## The simple picture and where it breaks

Stretching a crystal weakens its bonds. Weaker bonds split the filled bonding levels less from the empty antibonding ones, so the gap of silicon carbide should shrink as the cell grows. The least direct gap, for a transition that leaves the electron's wave vector unchanged, does shrink. The band gap, which allows the wave vector to change, widens instead.

Ansatz 0.2.0, DFT with the r2SCAN functional, plane waves and PAW potentials, for SiC in strained two-atom cells with the atoms held at fixed sites. Symmetry leaves no force on the atoms there, so relaxing them would change nothing. The wave cutoff is 500 eV and the k mesh 10×10×10, with fixed occupations and neither spin polarisation nor spin-orbit coupling.

| volume (Å³/atom) | shortest distance (Å) | band gap (eV) | least direct gap (eV) |
| --- | --- | --- | --- |
| 9.142 | 1.811 | 1.621 | 5.191 |
| 9.430 | 1.830 | 1.646 | 5.157 |
| 10.026 | 1.867 | 1.692 | 5.085 |
| 10.268 | 1.882 | 1.692 | 5.052 |
| 10.332 | 1.886 | 1.713 | 5.048 |
| 10.646 | 1.905 | 1.732 | 5.009 |
| 10.897 | 1.920 | 1.746 | 4.977 |
| 10.965 | 1.924 | 1.750 | 4.968 |
| 11.075 | 1.930 | 1.755 | 4.954 |
| 11.291 | 1.943 | 1.766 | 4.927 |
| 11.623 | 1.962 | 1.780 | 4.884 |
| 11.879 | 1.976 | 1.790 | 4.851 |

Eleven of the twelve cells are cubic and form one series. The cell at 10.268 Å³/atom is strained unequally along its axes and is treated separately at the end.

## Two gaps with one upper level

The wave vector sets how the phase of an electron wave changes from cell to cell. At Γ the wave is the same in every cell; at X it changes sign from one layer of cells to the next along a cube axis. In the cubic rows the highest filled level is at Γ, the lowest empty level is at X, and the least direct gap is also at X. Both gaps therefore end at the same empty level, and

$$E_{\text{direct}} = E_{\text{gap}} + w ,$$

where $w$ is the depth of the highest filled level at X below the valence top at Γ.

Now pull the atoms far apart. Orbitals in different cells no longer overlap, the phase between cells ceases to matter, and $w$ goes to zero. Expansion must in the end bring the two gaps together. The table shows the start of this approach: from the smallest to the largest cell $w$ falls by 0.51 eV. The band gap rises by 0.17 eV, so the direct gap falls by the difference, 0.34 eV.

## How fast the filled band flattens

The upper filled bands are built mainly from p orbitals on neighbouring atoms. At Γ their sigma and pi overlaps partly cancel; at X the phases allow stronger bonding, which puts the filled level deeper. A simple rule of the orbital picture lets such couplings fall as the inverse square of the bond length $d$, the shortest distance in the table. If $w$ follows the coupling, it should scale in the same way.

Take the cell near equilibrium, at 10.332 Å³/atom, as the reference. There $w = 5.048 - 1.713 = 3.335$ eV. For the largest cell the rule gives

$$w = 3.335\ \text{eV}\times\left(\frac{1.886}{1.976}\right)^2 = 3.04\ \text{eV},$$

against 3.06 eV from the calculation. Over the whole series the rule overstates the fall of $w$ by about one seventh. This fits weakening overlap as the cause but does not prove it, and the band narrows a little more slowly than the rule says. The output below the text lists this comparison row by row.

## Why the band gap widens

The simple picture does hold for the empty level at Γ. Between the cells at 10.026 and 11.291 Å³/atom the gap at Γ falls by about 1.5 eV, while the band gap, which ends at X, rises by 0.07 eV. The empty levels thus do not move together, and the response of a gap depends on where in the band structure it ends.

Theory explains the difference by the character of the two states. The lowest empty state at Γ is strongly antibonding, so it drops quickly when the bonds lengthen. The one at X also mixes with higher, partly d-like states, which push it down. Longer bonds weaken this push, and the level rises relative to the valence top. The calculation shows the opposite shifts; the mixing is an explanation taken from theory and was not tested here.

The widening slows along the series. One per cent more volume adds about 8 meV to the band gap at the compressed end, but only about 5 meV at the expanded end. The depth $w$ changes at nearly the same rate at both ends, so the flattening of the filled band is not what slows the widening. The direct gap shows the same turn in another form: it falls faster at the expanded end. What changes is how the empty level at X moves against the filled levels at Γ and X alike. Perhaps the push from above, already weaker in the larger cells, has less left to lose there, while the ordinary loss of antibonding character goes on; that is a guess.

## The cell that falls out of line

At 10.268 Å³/atom the band gap is about 17 meV below the value interpolated between the neighbouring cubic cells. This cell is squeezed by 0.3 % along two axes, while the third keeps almost its equilibrium length. The X points along different axes are then no longer equivalent, and the lowest empty level lies at one belonging to a squeezed axis. The unequal strain also splits the valence top, which is threefold in a cubic cell, and raises its highest part. Both effects narrow the gap, so the dip comes from the shape of the cell and not from its volume.

## Reading the numbers in practice

Near equilibrium, each gigapascal of pressure lowers the band gap by about 3 meV and raises the least direct gap by nearly 6 meV. A single pressure coefficient therefore cannot serve for both. The gap itself is too small at this level of theory: 1.71 eV near equilibrium, against a measured value of roughly 2.4 eV. Zero-point motion, which is left out, would lower the calculated gap further, so the shortfall lies mainly with the functional.

Printed output of the fit:

```
Depth of the filled X level below the valence top (not valid for the strained row 10.268):
     row  direct less band gap in eV  inverse-square estimate in eV
   9.142                        3.57                          3.617
    9.43                       3.511                          3.542
  10.026                       3.393                          3.403
  10.268                        3.36                          3.349
  10.332                       3.335                          3.335
  10.646                       3.277                          3.269
  10.897                       3.231                          3.218
  10.965                       3.218                          3.205
  11.075                       3.199                          3.185
  11.291                       3.161                          3.142
  11.623                       3.104                          3.082
  11.879                       3.061                          3.038
Cubic rows counted: 11
Volume increase from first to last row in percent: 29.94
Bond length increase from first to last row in percent: 9.111
Change of band gap from first to last row in eV: 0.169
Change of least direct gap from first to last row in eV: -0.34
Change of depth of filled X level from first to last row in eV: -0.509
Change of depth by the inverse-square estimate in eV: -0.5788
Band gap slope per unit ln V, rows 9.142 to 10.026, in eV: 0.7692
Band gap slope per unit ln V, rows 11.291 to 11.879, in eV: 0.4728
Depth slope per unit ln V, rows 9.142 to 10.026, in eV: -1.918
Depth slope per unit ln V, rows 11.291 to 11.879, in eV: -1.97
Band gap change with pressure near equilibrium in meV per GPa: -2.925
Direct gap change with pressure near equilibrium in meV per GPa: 5.558
Gap at Gamma in row 10.026 in eV: 7.196
Gap at Gamma in row 11.291 in eV: 5.719
Change of gap at Gamma between these two rows in eV: -1.477
Change of band gap between the same two rows in eV: 0.074
Band gap expected for a cubic cell at 10.268 in eV: 1.709
Band gap of the strained row less cubic expectation in eV: -0.01661
Direct gap of the strained row less cubic expectation in eV: -0.003739
```
